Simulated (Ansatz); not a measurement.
Set up this calculation in Ansatz 0.2.0, as the native input.

```yaml
Task: band structure
Functional: PBEsol
Potentials_or_basis: all-electron LAPW, scalar-relativistic
Cutoff: 171 eV (chosen from the basis error)
Basis_error_allowed: 0.001 eV/atom
k_mesh: 10 × 10 × 10
Occupations: fermi-dirac, width 0.05 eV
Spin: no spin polarisation
```

Sn:

```
Sn
1.0
    -1.89465    1.89465    1.89465
     1.89465   -1.89465    1.89465
     1.89465    1.89465   -1.89465
Sn
1
Cartesian
  0.0000 0.0000 0.0000
```

This isn't the form of Sn at room conditions, which is tetragonal (white tin).

One way to write it, as run:

input.yaml

```yaml
crystal:
  lattice:
    - [-1.8946518192, 1.8946518192, 1.8946518192]
    - [1.8946518192, -1.8946518192, 1.8946518192]
    - [1.8946518192, 1.8946518192, -1.8946518192]
  atoms:
    - { symbol: Sn, position: [0.0, 0.0, 0.0] }
kpoints:
  mp_grid: { grid: [10, 10, 10] }
  band_path:
    path:
      - [0.0, 0.0, 0.0]
      - [0.5, -0.5, 0.5]
      - [0.0, 0.0, 0.5]
      - [0.0, 0.0, 0.0]
      - [0.25, 0.25, 0.25]
      - [0.5, -0.5, 0.5]
    npoints: 12
scf:
  occupations: { method: fermi_dirac, width: 0.05 }
hamiltonian:
  xc: pbesol
  pseudopotentials: { kind: all_electron, lapw: { basis_error: 0.001 } }
output:
  forces: true
  stress: true
  eigenvalues: true
```

Potentials or basis: all-electron LAPW, scalar-relativistic.

Launch:

```sh
$ ansatz run input.yaml --threads 1 --pin off --max-ram 3072MiB --backend cpu --events-out ev --progress --plain --runs-dir out
```

Results of the run:

```
Pressure                : -2.2 GPa
Band gap along the path : none (metal or under the smearing width)
```

Caveat: spin-orbit coupling is left out, which moves the levels of the heavy elements.

It took 5.9 s on 1 thread of Arm Neoverse V1, with other jobs on the host, peak memory 0.23 GiB.
